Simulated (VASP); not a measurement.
The system is AlCu3.

```xyz
4
Lattice="3.6374 0.0000 0.0000 0.0000 3.6374 0.0000 0.0000 0.0000 3.6374" Properties=species:S:1:pos:R:3 pbc="T T T"
Cu    0.0000    1.8187    1.8187
Cu    1.8187    0.0000    1.8187
Cu    1.8187    1.8187    0.0000
Al    0.0000    0.0000    0.0000
```

The cell comes from a database or a generator and needn't be the stable form of this composition.

```yaml
Program: VASP 6.6.1
Task: single point
Functional: PBEsol
Potentials_or_basis: VASP PAW PBE potentials, release 64 (Cu, Al)
Cutoff: 520 eV
k_mesh: 7 × 7 × 7
Occupations: fermi-dirac, width 0.05 eV
Spin: no spin polarisation
```

On this cell: pressure -0.2 GPa; largest force zero by symmetry; band gap on the k mesh none (metal or under the smearing width).

The same run follows on a disturbed copy (atoms moved at random, drawn with an rms of 0.05 Å):

```xyz
4
Lattice="3.6374 0.0000 0.0000 0.0000 3.6374 0.0000 0.0000 0.0000 3.6374" Properties=species:S:1:pos:R:3 pbc="T T T"
Cu   -0.0138    1.7869    1.8659
Cu    1.8554    0.0160    1.8602
Cu    1.8413    1.8210    0.0284
Al   -0.0048    0.0120    0.0006
```

**Question.** What does the disturbed cell give?

**Answer.** The energy (extrapolated to zero smearing) moves by +6.3 meV/atom; pressure 0.1 GPa; largest force 0.464 eV/Å; band gap on the k mesh none (metal or under the smearing width).

Forces in eV/Å, atoms in the order of the input:
```
Cu   0.277  0.300 -0.220
Cu  -0.303 -0.196 -0.183
Cu  -0.210  0.080  0.091
Al   0.236 -0.185  0.312
```

Stress tensor (GPa, compression positive):
```
 0.09  0.14  0.06
 0.14  0.12 -0.11
 0.06 -0.11  0.07
```

Caveats: the PAW data sets were made with another functional, which shifts forces and pressure a little.
